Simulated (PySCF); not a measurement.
Property card for ethylene glycol (`OCCO`)

Species: ethylene glycol, C₂H₆O₂.
Atom-mapped SMILES: `[OH:1][CH2:2][CH2:3][OH:4]` (hydrogens: H5 on O1; H6, H7 on C2; H8, H9 on C3; H10 on O4)

Structural features include: alcohol.

From GFN2-xTB geometry:

| Quantity | Value |
| --- | --- |
| Rotational constants A, B, C of the GFN2-xTB geometry | 15.870, 5.488, 4.585 GHz |

From PBE0/pcSseg-1 ground state and GIAO shieldings, non-relativistic (PySCF):

| Quantity | Value |
| --- | --- |
| Dipole moment | 2.62 D |
| HOMO energy | -7.62 eV |
| LUMO energy | 1.18 eV |
| HOMO–LUMO gap | 8.80 eV |
| Lowest Hirshfeld atomic charge | -0.24 e on O4 |
| Highest Hirshfeld atomic charge | +0.17 e on H5 |
| 13C chemical shifts (computed TMS as zero) by class | 68.7 (C2/C3) ppm |
| 1H chemical shifts (computed TMS as zero) by class | 4.00 (H6/H7/H8/H9), 1.20 (H5/H10) ppm |
| Isotropic shieldings of nuclei other than C and H, by class | 313 (O1/O4) ppm |
| Mayer bond orders between heavy atoms | O1–C2 0.96, C2–C3 1.03, C3–O4 0.96 |

B3LYP/pcJ-1 indirect spin-spin coupling, non-relativistic, gas phase; spin–dipole term left out (PySCF):

| Item | Value |
| --- | --- |
| Largest of the computed one-bond spin–spin couplings (means over like bonds) | 13C–1H +145.8 (C2–H6 and 3 like it), 17O–1H -74.3 (O1–H5 and 1 like it), 13C–13C +39.4 (C2–C3), 17O–13C +20.0 (O1–C2 and 1 like it) Hz |

Monoisotopic mass from the formula: 62.0368 u.

The rotational constants make it an asymmetric top with κ = (2B − A − C)/(A − C) = -0.84, nearer the prolate limit (−1). With B = h/(8π²I), that is 505.379 GHz u Å² over I, the principal moments of inertia are 31.8, 92.1 and 110.2 u Å² (most abundant isotopes). The dipole equals about 8.7 × 10⁻³⁰ C·m (1 D = 3.33564 × 10⁻³⁰ C·m).

 NMR classes are plain means over equivalent atoms (diastereotopic ones count apart unless rotation or inversion swaps them), as if these changed places fast; in this geometry the members of some classes differ.

The values belong to the conformer `[OH:1][CH2:2][CH2:3][OH:4]`: O1–C2–C3–O4 63°, H–O1–C2–C3 -179°, H–O4–C3–C2 -52°.
